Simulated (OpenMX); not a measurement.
# Pd: equation of state with PBE

The system is Pd.

```xyz
1
Lattice="0.0000 1.9465 1.9465 1.9465 0.0000 1.9465 1.9465 1.9465 0.0000" Properties=species:S:1:pos:R:3 pbc="T T T"
Pd    0.0000    0.0000    0.0000
```

| Property | Result |
| --- | --- |
| Program | OpenMX 3.8.5 |
| Task | equation of state |
| Functional | PBE |
| Potentials or basis | OpenMX 2013 PBE set, Pd7.0-s3p2d1, fixed grid of 27 × 27 × 27 points |
| k mesh | 13 × 13 × 13 |
| Occupations | fermi-dirac, width 0.05 eV |
| Spin | no spin polarisation |

```json
{"Equilibrium volume": "15.45 Å³/atom", "Bulk modulus": "161 GPa", "Pressure derivative of the bulk modulus": "5.7 (rough: it moves with the points fitted)"}
```

Energy against volume, from the lowest point:
| volume (Å³/atom) | energy (meV/atom) |
| --- | --- |
| 13.865 | 104.34 |
| 14.160 | 65.64 |
| 14.455 | 37.35 |
| 14.750 | 17.78 |
| 15.045 | 5.40 |
| 15.340 | 0.00 |
| 15.635 | 0.88 |

Caveat: volumes in these bases differ from converged ones by about 1 %, for some elements by several; the basis of atomic orbitals isn't converged, which shifts pressures, moduli and gaps. Zero-point motion and thermal expansion aren't in these numbers.
